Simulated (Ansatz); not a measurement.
Results of PBE-D3(BJ) (Ansatz, an electronic-structure program, plane waves, PAW) for rock-salt NaBr.

Settings: plane-wave cutoff 500 eV, 10×10×10 k mesh, gaussian smearing 0.02 eV, scalar-relativistic PAW data made under PBE.

Computed at the level's own relaxed cell.

### Question
Give the computed volume per atom, equilibrium lattice constant a and band gap.

### Answer

volume per atom: 25.65 Å³/atom
equilibrium lattice constant a: 5.898 Å
band gap: 4.27 eV (on the SCF k mesh)

Measured, for comparison: band gap 7.1 eV (temperature not stated, no zero-point or thermal correction; as tabulated in Aguado et al. (1998), arXiv:cond-mat/9809176); equilibrium volume per atom 26.01 Å³/atom, lattice constant a 5.926 Å (low temperature, zero-point motion not removed; as tabulated in Doll and Stoll (1998), arXiv:cond-mat/9801031). Computed (rounded) less measured: equilibrium volume per atom -1.4 %, lattice constant a -0.5 %.

Spin–orbit coupling is not included.

Computing time: roughly 18 core-seconds.
